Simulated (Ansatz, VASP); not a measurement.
This is a calculation of TePb for VASP 6.6.1. 

The input INCAR:

```
ALGO = Normal
EDIFF = 1E-6
ENCUT = 520
GGA = PE
ISIF = 2
ISMEAR = 0
LASPH = True
LCHARG = False
LREAL = False
LWAVE = False
NBANDS = 17
NELM = 80
PREC = Accurate
SIGMA = 0.011
```

KPOINTS

```
k-points
0
Gamma
  7 7 7
```

The input POSCAR:

```
TePb
1.0
    0.0000000000      3.2310000000      3.2310000000
    3.2310000000      0.0000000000      3.2310000000
    3.2310000000      3.2310000000      0.0000000000
Pb Te
1 1
Direct
    0.0000000000      0.0000000000      0.0000000000
    0.5000000000      0.5000000000      0.5000000000
```

Potentials or basis: VASP PAW PBE potentials, release 64 (Pb_d, Te).

The run is started by

```bash
$ cat potpaw_PBE.64/Pb_d/POTCAR potpaw_PBE.64/Te/POTCAR > POTCAR
$ mpirun -np 1 vasp_std > vasp.out
```

Task: What does the same run look like in Ansatz 0.2.0? Potentials or basis there: all-electron LAPW, scalar-relativistic.

Result: As run (cutoffs and basis follow the program's own potentials, and thresholds, step limits or extra output files can differ):

Contents of input.yaml:

```yaml
crystal:
  lattice:
    - [0.0, 3.231, 3.231]
    - [3.231, 0.0, 3.231]
    - [3.231, 3.231, 0.0]
  atoms:
    - { symbol: Pb, position: [0.0, 0.0, 0.0] }
    - { symbol: Te, position: [0.5, 0.5, 0.5] }
kpoints:
  mp_grid: { grid: [7, 7, 7] }
scf:
  occupations: { method: gaussian, width: 0.011 }
hamiltonian:
  xc: pbe
  pseudopotentials: { kind: all_electron, lapw: { basis_error: 0.001 } }
output:
  forces: true
  stress: true
  eigenvalues: true
```

Potentials or basis: all-electron LAPW, scalar-relativistic.

Command:

```console
$ ansatz run input.yaml --threads 1 --pin off --max-ram 3072MiB --backend cpu --events-out ev --progress --plain --runs-dir out
```

Both were run:

|  | VASP | Ansatz |
| --- | --- | --- |
| Pressure | 2.1 GPa | 2.1 GPa |

Where Ansatz's input types no cutoff or centring, it takes its own default and a Γ-centred mesh.

Pressure is positive in compression.
